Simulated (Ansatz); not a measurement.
Start of a relaxation, (100) slab as cut from the bulk (SnS, Pnma (No. 62), (1 0 0) face):

```xyz
16
Lattice="3.9529 0.0000 0.0000 0.0000 4.1871 0.0000 0.0000 0.0000 34.3621" Properties=species:S:1:pos:R:3 pbc="T T T"
Sn    2.9647    2.5534    7.5000
S     0.9882    0.1103    7.8100
S     2.9647    2.2039   10.0924
Sn    0.9882    0.4599   10.4024
Sn    2.9647    3.7273   12.9866
S     0.9882    1.9832   13.2966
S     2.9647    4.0768   15.5789
Sn    0.9882    1.6337   15.8890
Sn    2.9647    2.5534   18.4731
S     0.9882    0.1103   18.7832
S     2.9647    2.2039   21.0655
Sn    0.9882    0.4599   21.3755
Sn    2.9647    3.7273   23.9597
S     0.9882    1.9832   24.2697
S     2.9647    4.0768   26.5521
Sn    0.9882    1.6337   26.8621
```

Computed with Ansatz 0.2.0, DFT LDA, scalar-relativistic, plane waves, PAW. Cutoff 420 eV; k points 7×7×1 on the computed 16-atom cell (Γ-centred); Gaussian smearing, width 0.05 eV; no spin polarisation. A dipole correction removes the field between periodic images along c.

All atoms are free. The cell is fixed. Force threshold 0.02 eV/Å.

Q: Where does it end?

A: The energy falls by 0.018 eV in 5 steps, to:

```xyz
16
Lattice="3.9529 0.0000 0.0000 0.0000 4.1871 0.0000 0.0000 0.0000 34.3621" Properties=species:S:1:pos:R:3 pbc="T T T"
Sn    2.9647    2.4839    7.5575
S     0.9882    0.0962    7.8396
S     2.9647    2.1912   10.1117
Sn    0.9882    0.4226   10.4039
Sn    2.9647    3.7357   12.9961
S     0.9882    1.9912   13.3035
S     2.9647    4.0838   15.5857
Sn    0.9882    1.6393   15.8941
Sn    2.9647    2.5479   18.4680
S     0.9882    0.1033   18.7764
S     2.9647    2.1959   21.0587
Sn    0.9882    0.4514   21.3661
Sn    2.9647    3.7645   23.9582
S     0.9882    1.9959   24.2504
S     2.9647    4.0909   26.5225
Sn    0.9882    1.7033   26.8046
```

Cost: 1 run of about 4 core-minutes, on Intel Xeon 6975P-C (Granite Rapids) (shared hosts).